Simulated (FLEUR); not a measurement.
Crystal: SnSe.

```
Sn Se
1.0
    11.42000    0.00000    0.00000
     0.00000    4.19000    0.00000
     0.00000    0.00000    4.46000
Sn Se
4 4
Direct
  0.87700 0.75000 0.90900
  0.62300 0.25000 0.40900
  0.37700 0.75000 0.59100
  0.12300 0.25000 0.09100
  0.64300 0.75000 0.98400
  0.85700 0.25000 0.48400
  0.14300 0.75000 0.51600
  0.35700 0.25000 0.01600
```

Base run:

| Quantity | Value |
| --- | --- |
| Program | FLEUR MaX-R8.1 (later development tree) |
| Functional | LDA (Wigner correlation) |
| Potentials or basis | all-electron |
| Basis | FLAPW |
| Kmax | 4.28 1/bohr |
| k mesh | 3 × 6 × 6 |
| Occupations | fermi-dirac, width 0.05 eV |
| Spin | no spin polarisation |

Its results: band gap on the k mesh 0.44 eV, indirect (least direct gap 0.64 eV).

Question: The run is repeated on the same cell with these changes: functional from LDA (Wigner correlation) to PBE. What comes out?

Answer: Band gap on the k mesh 0.54 eV, indirect (least direct gap 0.71 eV).

Caveats: spin-orbit coupling is left out, which moves the levels of the heavy elements.

A k mesh can miss the band edges.
